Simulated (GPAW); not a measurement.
# free-standing square Co monolayer, spacing 3.0 A: from the magnetic state to anisotropy

Aim: the anisotropy of free-standing square Co monolayer, spacing 3.0 A from the Kohn–Sham states of one collinear run.

Program: GPAW 26.7.0. Level of theory: PBE; plane waves with GPAW's PAW setups, scalar-relativistic. Results are calculated unless marked as measured.

Report form: the programs' logs are mostly left out.

**1. The starting structure**

The cell holds 1 atom: 1 Co. Cell: a = 3.000 Å, b = 3.000 Å, c = 14.000 Å, α = 90.0°, β = 90.0°, γ = 90.0°. model lattice. Vacuum lies along c.

**2. Ground-state run**

All later steps read the density of this run.

order1.py reads:

```python
import json
import numpy as np
from ase import Atoms
from ase.parallel import paropen, parprint
from gpaw import GPAW

atoms = Atoms(['Co'],
    cell=[[3.0, 0.0, 0.0],
         [0.0, 3.0, 0.0],
         [0.0, 0.0, 14.0]],
    scaled_positions=[[0.0, 0.0, 0.5]],
    pbc=True,
    magmoms=[2.0])
atoms.calc = GPAW(mode={'name': 'pw', 'ecut': 550},
    xc='PBE',
    kpts={'size': (10, 10, 1), 'gamma': True},
    occupations={'name': 'fermi-dirac', 'width': 0.05},
    convergence={'density': 1e-05, 'energy': 1e-05},
    maxiter=200,
    txt='order1.txt')
e = atoms.get_potential_energy(force_consistent=True)
res = {'free_energy': e, 'energy_sigma0': atoms.get_potential_energy(), 'fermi_energy': atoms.calc.get_fermi_level()}
res['moments'] = atoms.get_magnetic_moments().tolist()
res['total'] = atoms.get_magnetic_moment()
parprint('site moments (muB):', np.round(res['moments'], 3))
parprint(f"total moment: {res['total']:.3f} muB")
parprint(f'free energy: {e:.6f} eV')
atoms.calc.write('order1.gpw')
with paropen('results.json', 'w') as f:
    json.dump(res, f)
```

The run is started by

```console
OMP_NUM_THREADS=1 python3 order1.py > order1.log
```

It took 32 s on 1 MPI rank of Arm Neoverse V2, shared host; peak memory 0.22 GiB.

Numbers from this step:

- magnetization: 2.229 μB
- final state: ferromagnetic
- largest moment: 2.091 μB

After 17 cycles the largest moment stands at 2.09 μB.

**3. More states at fixed density**

The steps that follow sum over empty states, which the ground-state run does not converge; 9 states a spin are converged here at the frozen density and written with their wave functions.

It starts from the saved density of the lowest of the states tried.

nscf.py reads:

```python
from gpaw import GPAW

calc = GPAW('order1.gpw').fixed_density(
    kpts={'size': (12, 12, 1), 'gamma': True},
    nbands=13,
    convergence={'bands': 9, 'eigenstates': 1e-9},
    parallel={'domain': 1},
    txt='nscf.txt')
calc.write('nscf.gpw', mode='all')
```

The run is started by

```console
OMP_NUM_THREADS=1 python3 nscf.py > nscf.log
```

It took 40 s on 1 MPI rank; peak memory 0.25 GiB.

**4. Energy against the direction of the moments**

Spin–orbit coupling is added in the basis of the saved states for each direction of the moments. The change in the band energy is the anisotropy energy, with no new self-consistent run.

anisotropy.py reads:

```python
import json
import numpy as np
from ase.parallel import paropen, parprint
from gpaw import GPAW
from gpaw.spinorbit import soc_eigenstates

calc = GPAW('nscf.gpw')
angles = [[0.0, 0.0], [90.0, 0.0], [90.0, 90.0], [90.0, 45.0], [54.7356, 45.0], [45.0, 0.0], [15.0, 0.0], [30.0, 0.0], [60.0, 0.0], [75.0, 0.0]]  # theta, phi in degrees
res = {'rows': []}
for scale in [1.0]:
    e0 = None
    for theta, phi in angles:
        soc = soc_eigenstates(calc, n2=9, scale=scale, theta=theta, phi=phi)
        e = soc.calculate_band_energy()
        e0 = e if e0 is None else e0
        orbital = soc.get_orbital_magnetic_moments()
        res['rows'].append([scale, theta, phi, 1000 * (e - e0), orbital.tolist()])
        parprint(f'scale {scale} theta {theta:6.1f} phi {phi:6.1f}  dE = {1000 * (e - e0):9.4f} meV  |L| =', np.round(np.linalg.norm(orbital, axis=1), 4))
with paropen('results.json', 'w') as f:
    json.dump(res, f)
```

The run is started by

```console
OMP_NUM_THREADS=1 python3 anisotropy.py > anisotropy.log
```

Elapsed: 2.4 s, on 1 MPI rank; peak memory 0.16 GiB.

Theta from the Cartesian z axis, phi from x; spin up lies along the direction. Anisotropy, by row:

```csv
spin-orbit scale,theta (degrees),phi (degrees),band energy less that along z (meV a cell),orbital moment of atom 1 along the direction (μB),sum of orbital moments along the direction (μB a cell)
1,0,0,0,0.2372,0.2372
1,90,0,0.2627,0.2552,0.2552
1,90,90,0.2627,0.2552,0.2552
1,90,45,0.2521,0.2559,0.2559
1,54.74,45,0.167,0.2496,0.2496
1,45,0,0.1273,0.2463,0.2463
1,15,0,0.01657,0.2384,0.2384
1,30,0,0.06263,0.2418,0.2418
1,60,0,0.1941,0.2508,0.2508
1,75,0,0.2441,0.254,0.254
```

**5. Results**

```
state                              : ferromagnetic
largest site moment                : 2.09 μB
spread of the directions' energies : 0.263 meV a cell
easiest direction tried            : theta 0°, phi 0°
```

**Reading.** About the ferromagnetic state the directions differ by 0.263 meV a cell, with theta 0°, phi 0° easiest. The anisotropy comes from the force theorem at a frozen potential; it needs a check on a finer mesh, and shape anisotropy is not in it.

[Logs and program files are shortened in this print: banners, set-up blocks, solver, clock and traceback lines can be left out without a mark of their own.]

[Logs are printed without paths, hosts, clocks, repeated set-up lines and the standing remarks that a program may print on its own settings, such as how far it seeks lower states.]

[Hosts, paths, dates, database ids (printed as entryN), source tags and the programs' standing remarks are cut or masked in the printed files.]

[Where a cell is said to come from a database of computed structures, the database is the Materials Project.]
